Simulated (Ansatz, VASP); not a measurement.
# One calculation of ZnH2, two programs

```
Zn H
1.0
     2.83735    0.00000    0.00000
     0.00000    2.83735    0.00000
     0.00000    0.00000    3.36232
Zn H
1 2
Direct
  0.50000 0.50000 0.00000
  0.00000 0.00000 0.00000
  0.50000 0.50000 0.50000
```

Alike in both runs: functional PBE; k mesh 16 × 16 × 14; occupations gaussian, width 0.1 eV; no spin polarisation.

Ansatz relaxed the structure, and its values are those at the end. VASP's run is a single point on that final structure, the one shown.

|  | VASP | Ansatz |
| --- | --- | --- |
| version | VASP 6.6.1 | Ansatz 0.2.0 |
| potentials or method | VASP PAW PBE potentials, release 64 (Zn, H) | scalar-relativistic, plane waves, PAW |
| plane-wave cutoff (eV) | 520 | 420 |
| valence electrons in the cell | 14 | 14 |

```tsv
	VASP	Ansatz	Ansatz less VASP
gap on the k mesh at the Fermi level (eV)	none	none	-
pressure (GPa)	0.0	0.0	-0.04
```

A gap of «none» marks a metal or a gap that the smearing closes. The functional is the same, so the differences come from potentials, cutoffs and numerics.
